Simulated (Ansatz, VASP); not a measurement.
**Cross-check of Si115C77 (regrown after partial melting: SiC with 20 % Si on C sites, (100)) between VASP and Ansatz**

Wanted: the spread between two codes on one cell, functional and k mesh. The cell is taken from a series of runs on this material, whose earlier steps may have relaxed, scaled, displaced or heated it; both programs get it as it stands.

Main program and level: Ansatz 0.2.0; plane waves, with VASP 6.6.1 beside it; single point at PBE.

### Step 1. The structure

The cell holds 192 atoms: 115 Si and 77 C. Its edges and angles: a = 8.720 Å, b = 8.720 Å, c = 28.798 Å, α = 90.0°, β = 90.0°, γ = 90.0°. It derives from SiC (zincblende SiC). As first built, before any earlier steps moved the atoms (in the runner's words): A 2 x 2 x 6 block of zincblende SiC (a = 4.36 A), 20 % of C replaced at random by Si with its (100) planes normal to z; the lower 33 % held fixed, the rest melted at 5000 K for 10 ps and cooled to 300 K at 200 K/ps with the Erhart-Albe potential (Erhart and Albe, Phys. Rev. B 71, 035211 (2005)); then all atoms free for 10 ps at 300 K, the cell's length along z at zero stress. Minimised at fixed cell. . The structure's axis is c.

### Step 2. VASP: single point, PBE

A single point gives forces, pressure and levels at one fixed geometry, so differences don't come from the geometry; what else differs is listed under the comparison.

Lines of VASP's logs that name or quote its potential files are left out, and so is its time.

INCAR

```
SYSTEM = Si115C77
PREC = Accurate
ENCUT = 600
EDIFF = 1E-06
NELM = 120
ISMEAR = -1
SIGMA = 0.05
LREAL = Auto
ALGO = Normal
GGA = PE
NBANDS = 518
LORBIT = 11
LWAVE = .FALSE.
LCHARG = .FALSE.
ISIF = 2
LASPH = .TRUE.
GGA_COMPAT = .FALSE.
```

POSCAR

```
Si115C77
1.0
    8.7200000000      0.0000000000      0.0000000000
    0.0000000000      8.7200000000      0.0000000000
    0.0000000000      0.0000000000     28.7981800000
Si C
115 77
Direct
    0.0308100000      0.0016300000      0.0308200000
    0.0362300000      0.2514900000      0.1138400000
    0.2850500000      0.0044400000      0.1130300000
    0.2542600000      0.2549300000      0.0322000000
    0.4154900000      0.3891900000      0.0721300000
    0.0406600000      0.9956700000      0.1971300000
    0.0602900000      0.2621600000      0.2760700000
    0.3060600000      0.0213300000      0.2722300000
    0.2914100000      0.2487800000      0.1962500000
    0.0383300000      0.5149600000      0.0296800000
    0.0496200000      0.7651600000      0.1050100000
    0.2724800000      0.5171900000      0.1214400000
    0.2838400000      0.7484300000      0.0303400000
    0.0571500000      0.4922500000      0.2009000000
    0.0224900000      0.7304300000      0.2731800000
    0.1580000000      0.8836800000      0.3181600000
    0.2835000000      0.5158700000      0.2814100000
    0.2748100000      0.7515800000      0.1967700000
    0.5353700000      0.9741900000      0.0319700000
    0.6749000000      0.1305600000      0.0724000000
    0.5252600000      0.2403900000      0.1218200000
    0.6687500000      0.3935100000      0.1581200000
    0.8009900000      0.9864400000      0.1222200000
    0.8078700000      0.2688700000      0.0216100000
    0.5162900000      0.9863600000      0.1899200000
    0.6505000000      0.1278400000      0.2393800000
    0.5216900000      0.2775000000      0.2877900000
    0.7864200000      0.9706800000      0.2812600000
    0.9208100000      0.1250600000      0.3239300000
    0.8199700000      0.2516000000      0.1990000000
[... 156 atom lines left out ...]
    0.6622800000      0.8838500000      0.8274800000
    0.9183800000      0.8866800000      0.7429800000
    0.6606800000      0.6363800000      0.9110300000
    0.6652000000      0.8767700000      0.9894400000
    0.9111500000      0.6328900000      0.9908400000
    0.9112600000      0.8878200000      0.9097800000
```

KPOINTS

```
Automatic mesh
0
Gamma
2 2 1
0 0 0
```

Potentials, in the order of the species: Si and C (PBE family, release 64).

Started as:

```bash
export OMP_NUM_THREADS=3
mpirun -np 1 vasp_std
```

Numbers of over 12 decimals in the logs are rounded to 6 here.

The log of the run:

```text
[banner, memory and clock lines left out]
running    1 mpi-ranks, on    1 nodes
[...]
Offloading initialized ...    1 GPUs detected
[...]
LDA part: xc-table for (Slater+PW92), standard interpolation
 POSCAR, INCAR and KPOINTS ok, starting setup
[...]
entering main loop
       N       E                     dE             d eps       ncg     rms          rms(c)
DAV:   1     0.261230845163E+04    0.26123E+04   -0.37123E+05  4144   0.149E+03
DAV:   2    -0.112269212319E+04   -0.37350E+04   -0.35107E+04  4952   0.241E+02
DAV:   3    -0.143760557786E+04   -0.31491E+03   -0.30997E+03  5088   0.631E+01
DAV:   4    -0.144634249251E+04   -0.87369E+01   -0.86844E+01  4976   0.114E+01
[...]
DAV:  21    -0.130530258717E+04    0.24956E-05   -0.10219E-05  5120   0.446E-03    0.969E-03
DAV:  22    -0.130530259030E+04   -0.31296E-05   -0.78373E-06  4696   0.374E-03    0.496E-03
DAV:  23    -0.130530258930E+04    0.99414E-06   -0.24241E-06  2544   0.207E-03
   1 F= -.13053026E+04 E0= -.13052414E+04  d E =-.122319E+00
```

OUTCAR, selected parts (step 2):

```text
  FREE ENERGIE OF THE ION-ELECTRON SYSTEM (eV)
  ---------------------------------------------------
  free  energy   TOTEN  =     -1305.3025893038 eV

  energy  without entropy=    -1305.1802700361  energy(sigma->0) =    -1305.24142967

[... 1 further part left out ...]
```

The gap is under twice the smearing width, so the edge states are partly filled and the run can't tell a small gap from a semimetal.

### Step 3. Ansatz: single point, PBE

Ansatz runs on its default PAW (the set named soft_2) files.

The same cell, functional, mesh and smearing now go to Ansatz, which takes its cutoff from its data sets.

input.yaml

```yaml
crystal:
  lattice:
    - [8.72, 0.0, 0.0]
    - [0.0, 8.72, 0.0]
    - [0.0, 0.0, 28.79818]
  atoms:
    - { symbol: Si, position: [0.03081, 0.00163, 0.03082] }
    - { symbol: C, position: [0.15379, 0.123, 0.0734] }
    - { symbol: Si, position: [0.03623, 0.25149, 0.11384] }
    - { symbol: C, position: [0.16302, 0.37267, 0.15635] }
    - { symbol: Si, position: [0.28505, 0.00444, 0.11303] }
    - { symbol: C, position: [0.39926, 0.11944, 0.15631] }
    - { symbol: Si, position: [0.25426, 0.25493, 0.0322] }
    - { symbol: Si, position: [0.41549, 0.38919, 0.07213] }
    - { symbol: Si, position: [0.04066, 0.99567, 0.19713] }
    - { symbol: C, position: [0.16663, 0.12751, 0.23569] }
    - { symbol: Si, position: [0.06029, 0.26216, 0.27607] }
    - { symbol: C, position: [0.16503, 0.38252, 0.32204] }
    - { symbol: Si, position: [0.30606, 0.02133, 0.27223] }
    - { symbol: C, position: [0.40347, 0.13798, 0.32005] }
    - { symbol: Si, position: [0.29141, 0.24878, 0.19625] }
    - { symbol: C, position: [0.40379, 0.38144, 0.24108] }
    - { symbol: Si, position: [0.03833, 0.51496, 0.02968] }
    - { symbol: C, position: [0.16468, 0.62628, 0.07142] }
    - { symbol: Si, position: [0.04962, 0.76516, 0.10501] }
    - { symbol: C, position: [0.1599, 0.87578, 0.15355] }
    - { symbol: Si, position: [0.27248, 0.51719, 0.12144] }
    - { symbol: C, position: [0.40888, 0.63143, 0.15817] }
    - { symbol: Si, position: [0.28384, 0.74843, 0.03034] }
    - { symbol: C, position: [0.40557, 0.87017, 0.07373] }
    - { symbol: Si, position: [0.05715, 0.49225, 0.2009] }
    - { symbol: C, position: [0.16494, 0.6269, 0.23817] }
    - { symbol: Si, position: [0.02249, 0.73043, 0.27318] }
    - { symbol: Si, position: [0.158, 0.88368, 0.31816] }
    - { symbol: Si, position: [0.2835, 0.51587, 0.28141] }
    - { symbol: C, position: [0.41188, 0.62632, 0.32245] }
[... 156 atom lines left out ...]
    - { symbol: Si, position: [0.53401, 0.76079, 0.9488] }
    - { symbol: C, position: [0.6652, 0.87677, 0.98944] }
    - { symbol: Si, position: [0.79724, 0.51302, 0.94729] }
    - { symbol: C, position: [0.91115, 0.63289, 0.99084] }
    - { symbol: Si, position: [0.77082, 0.77477, 0.87518] }
    - { symbol: C, position: [0.91126, 0.88782, 0.90978] }
kpoints:
  mp_grid: { grid: [2, 2, 1] }
hamiltonian:
  xc: pbe
scf:
  occupations: { method: fermi_dirac, width: 0.05 }
output:
  forces: true
  stress: true
  populations: true
  dos:
    method: { smearing: { sigma: 0.08 } }
    de: 0.1
    projected:
      site_lists:
        C: [C]
        Si: [Si]
        crystal: [0, 1, 2, 3, 4, 5, 6, 7, 8, 9, 10, 11, 12, 13, 14, 15, 16, 17, 18, 19, 20, 21, 22, 23, 24, 25, 26, 27, 28, 29, 30, 31, 32, 33, 34, 35, 36, 37, 38, 39, 40, 41, 42, 43, 44, 45, 46, 47, 48, 49, 50, 51, 52, 53, 54, 55, 56, 57, 58, 59, 60, 61, 62, 63]
  eigenvalues: true
  write_density: true
  write_potential: true
  volumetric_format: npy
```

Started as:

```bash
ansatz run input.yaml --threads 8 --pin off --max-ram 15872MiB --backend cpu --events-out ev --progress --plain --runs-dir out
```

The log of the run:

```text
Engine: ansatz 0.2.0, aarch64-unknown-linux-gnu
Pseudopotentials: kind: paw
Pseudopotential: Si, paw, valence charge 4, recommended cutoff 420 eV (normal), Si.paw.azcp
Pseudopotential: C, paw, valence charge 4, recommended cutoff 420 eV (normal), C.paw.azcp
Functional definition: PBE
  parameter kappa = 0.804
  parameter beta = 0.066725
  exchange = pbe_x(kappa = kappa, mu = beta*pi^2/3)
  correlation = pbe_c(beta = beta)
Crystal: 192 atoms, lattice volume = 2189.768 Å³
Basis set: ecut = 420 eV, 42849 PW (Γ), exchange–correlation on 120×120×400 points (8 copies of the dense FFT grid, shifted against one another)
Bands: 576, of which v1, the nominal top of the filled ones, is band 384 counted from 1 (383 counted from 0)
Symmetry: 1 space group operations
Space group: P1 (ITA 1), of the structure as read, at distance tolerance 1.3e-4 Å
k-points: 4
Non-local potential: Si, projectors of the file, l = 0: 2, l = 1: 2, l = 2: 2
Non-local potential: C, projectors of the file, l = 0: 2, l = 1: 2, l = 2: 1
PAW form: soft (Blöchl's): semilocal exchange-correlation on the pseudo side does not see the compensation charge
PAW one-centre angular grid: Si, 110 points (default); XC on 64 Gauss nodes
PAW one-centre angular grid: C, 110 points (default); XC on 64 Gauss nodes
Initial density: superposition of atomic densities (neutral atoms: chi_scale 0, normalization atom), corrected by the library's trained network
Initial wavefunctions: pseudopotential atomic-orbital guess
Functional: x = pbe(κ = 0.804, μ = 0.219515), c = pbe(β = 0.066725)
SCF iter   1: F=—  HF=-92411.667420 eV  |F-HF|=—  |Δ(HF+E_count)|=         —  Δρ=4.93e-3  dr2=1.28e0  ethr=1.77e-3  ⟨swp⟩=5.8  Hψ=10451  notcnv=0  defer=426
preconditioner: auto → Kerker (q_TF=auto, 2.291 Å⁻¹)  [metal: Δε(μ)=0.018 eV  Ē_g=10.832 eV  σ=0.050 eV  W_gap=0.09  n_scr=448 (ndim 8)  ℏωp=22.0 eV  f_vac=0.000  D(μ)=14.28/eV (n_scr^D=48)]
SCF iter   2: F=—  HF=-92411.500311 eV  |F-HF|=—  |Δ(HF+E_count)|=   1.67e-1  Δρ=2.65e-3  dr2=4.98e-1  ethr=1.67e-4  ⟨swp⟩=1.2  Hψ=2671  notcnv=0  defer=617
SCF iter   3: F=—  HF=-92411.411657 eV  |F-HF|=—  |Δ(HF+E_count)|=   8.87e-2  Δρ=6.96e-4  dr2=8.78e-2  ethr=6.49e-5  ⟨swp⟩=3.0  Hψ=2896  notcnv=0  defer=617
SCF iter   4: F=—  HF=-92411.400866 eV  |F-HF|=—  |Δ(HF+E_count)|=   1.08e-2  Δρ=3.22e-4  dr2=3.69e-2  ethr=1.14e-5  ⟨swp⟩=2.5  Hψ=2601  notcnv=0  defer=617
SCF iter   5: F=—  HF=-92411.399347 eV  |F-HF|=—  |Δ(HF+E_count)|=   1.52e-3  Δρ=1.42e-4  dr2=1.03e-2  ethr=4.80e-6  ⟨swp⟩=1.0  Hψ=1615  notcnv=0  defer=617
SCF iter   6: F=—  HF=-92411.398968 eV  |F-HF|=—  |Δ(HF+E_count)|=   3.79e-4  Δρ=1.07e-4  dr2=5.45e-3  ethr=1.35e-6  ⟨swp⟩=1.0  Hψ=1615  notcnv=0  defer=617
SCF iter   7: F=—  HF=-92411.398747 eV  |F-HF|=—  |Δ(HF+E_count)|=   2.21e-4  Δρ=5.29e-5  dr2=8.95e-4  ethr=7.10e-7  ⟨swp⟩=1.0  Hψ=1615  notcnv=0  defer=617
SCF iter   8: F=—  HF=-92411.398696 eV  |F-HF|=—  |Δ(HF+E_count)|=   5.09e-5  Δρ=3.17e-5  dr2=2.80e-4  ethr=1.17e-7  ⟨swp⟩=2.8  Hψ=2865  notcnv=0  defer=617
SCF iter   9: F=—  HF=-92411.398675 eV  |F-HF|=—  |Δ(HF+E_count)|=   2.09e-5  Δρ=1.30e-5  dr2=8.26e-5  ethr=3.64e-8  ⟨swp⟩=1.2  Hψ=1616  notcnv=0  defer=617
SCF iter  10: F=—  HF=-92411.396853 eV  |F-HF|=—  |Δ(HF+E_count)|=   1.82e-3  Δρ=6.93e-6  dr2=3.60e-5  ethr=1.08e-8  ⟨swp⟩=1.0  Hψ=2304  notcnv=0  defer=689
SCF iter  11: F=—  HF=-92411.396852 eV  |F-HF|=—  |Δ(HF+E_count)|=   1.07e-6  Δρ=5.30e-6  dr2=1.57e-5  ethr=4.69e-9  ⟨swp⟩=1.0  Hψ=1615  notcnv=0  defer=689
SCF iter  12: F=—  HF=-92411.396852 eV  |F-HF|=—  |Δ(HF+E_count)|=   5.05e-7  Δρ=2.51e-6  dr2=4.27e-6  ethr=2.04e-9  ⟨swp⟩=1.0  Hψ=1615  notcnv=0  defer=689
SCF iter  13: F=—  HF=-92411.396851 eV  |F-HF|=—  |Δ(HF+E_count)|=   1.94e-7  Δρ=1.73e-6  dr2=1.06e-6  ethr=5.56e-10  ⟨swp⟩=1.0  Hψ=1615  notcnv=0  defer=689
SCF iter  14: F=-92411.396851 eV  HF=-92411.396851 eV  |F-HF|=4.95e-8  |Δ(HF+E_count)|=   5.92e-8  Δρ=6.43e-7  dr2=5.65e-8  ethr=1.30e-11  ⟨swp⟩=18.5  Hψ=19356  notcnv=0
SCF 1 converged in 14 iterations: F = -92411.396851 eV  dr2 = 5.65e-8
  greatest PAW one-centre occupation: 0.679 electrons in one spin orbital (limit 2), on the Si atom at site 163 (counted from 0), in its partial waves of l = 0
SCF converged after 14 iterations
Free energy (F): -92411.396851 eV
Harris-Foulkes:  -92411.396851 eV  (|F-HF|=4.95e-8)
Internal energy: -92411.275072 eV  (E = F + TS)
E sigma→0 (E₀):  -92411.335962 eV
Entropy (-TS):   -0.121779 eV (-0.634 meV/atom)
Fermi energy:    10.453533 eV
--- Per-component energies (eV) ---
  E_band       = 2672.380046
  E_kinetic    = 12063.532417
  E_local      = -9587.701919  (includes V_loc(G=0)·N_el)
  E_nonlocal   = 5039.403516
  E_hartree    = 3106.393592
  E_xc         = -10262.389142
  E_vxc        = -10252.025671  (∫ρ·V_xc dr)
  E_paw        = -66622.375277  (= ΣΔE_a)
  E_vpaw       = -803.620378  (= ΣTr[D̂ρ^β])
[...]
--- Löwdin populations: 192 sites ---
  site symbol       q [e]
     0     Si      2.9845
     1      C      4.9345
     2     Si      2.9645
     3      C      4.9241
     4     Si      2.9628
     5      C      4.9825
     6     Si      3.4262
     7     Si      4.0922
     8     Si      2.9787
     9      C      4.9420
    10     Si      3.1932
    11      C      4.9227
    12     Si      3.1762
    13      C      4.9274
    14     Si      2.9638
    15      C      4.9222
    16     Si      2.9605
    17      C      4.9420
    18     Si      3.1678
    19      C      4.9219
    20     Si      3.1770
    21      C      4.9200
    22     Si      2.9754
    23      C      4.9173
[...]
184     Si      3.1747
   185      C      4.9526
   186     Si      2.9820
   187      C      4.9375
   188     Si      2.9503
   189      C      4.9716
   190     Si      3.1705
   191      C      4.9347
  spilling = 0.010759 (of n_electrons = 768.000000)
```

Reading the cycles: dr2 is the Hartree energy of the density residual (eV), the measure of convergence; HF is the Harris–Foulkes estimate of the energy, which meets the free energy F at convergence.

### Step 4. Differences

Known differences besides the potentials themselves: the cutoff is 420 eV in Ansatz and 600 eV in VASP (PREC = Accurate, projectors in real space). Total energies have different zeros and are not compared.

The two programs side by side:

```tsv
quantity	Ansatz	VASP	difference
pressure (GPa)	10.82	10.65	+0.16
```

Forces on 10 of the 192 atoms, those with the largest forces and the largest differences (eV/Å; atoms numbered as in POSCAR):

```tsv
atom	Ansatz x, y, z	VASP x, y, z
Si10	0.565, -1.416, 0.232	0.559, -1.415, 0.229
Si17	0.314, -1.463, 0.411	0.308, -1.464, 0.411
Si18	1.180, 0.847, -0.482	1.181, 0.841, -0.479
Si35	-1.569, 0.257, -0.366	-1.567, 0.253, -0.366
Si72	0.150, -0.957, -0.125	0.142, -0.937, -0.124
Si74	0.649, 0.250, -0.308	0.664, 0.238, -0.313
Si92	-0.518, 0.626, 0.389	-0.526, 0.619, 0.371
Si100	0.629, 1.486, -0.239	0.623, 1.485, -0.236
C143	-0.588, 1.269, 0.900	-0.594, 1.268, 0.898
C177	0.972, 1.021, -0.848	0.972, 1.020, -0.845
```

The forces differ by 5.0 meV/Å r.m.s., which is 1.0 % of the r.m.s. force of 0.500 eV/Å (both taken over all components).

### Step 5. Results

```json
{
 "r.m.s. force difference (single point, PBE)": "1.0 % of the r.m.s. force"
}
```

What this shows: The r.m.s. force difference is 1.0 % of the r.m.s. force (single point, PBE), within the 3 % picked in this series as the mark of a large difference. How closely two codes agree says nothing of how well the functional describes the real material.

[Lines on the potential files, build, host, timing and source positions are cut from VASP's logs without a mark.]

[Logs are printed without paths, hosts, clocks, repeated set-up lines and the standing remarks that a program may print on its own settings, such as how far it seeks lower states.]

[Hosts, paths, dates, database ids (printed as entryN), source tags and the programs' standing remarks are cut or masked in the printed files.]
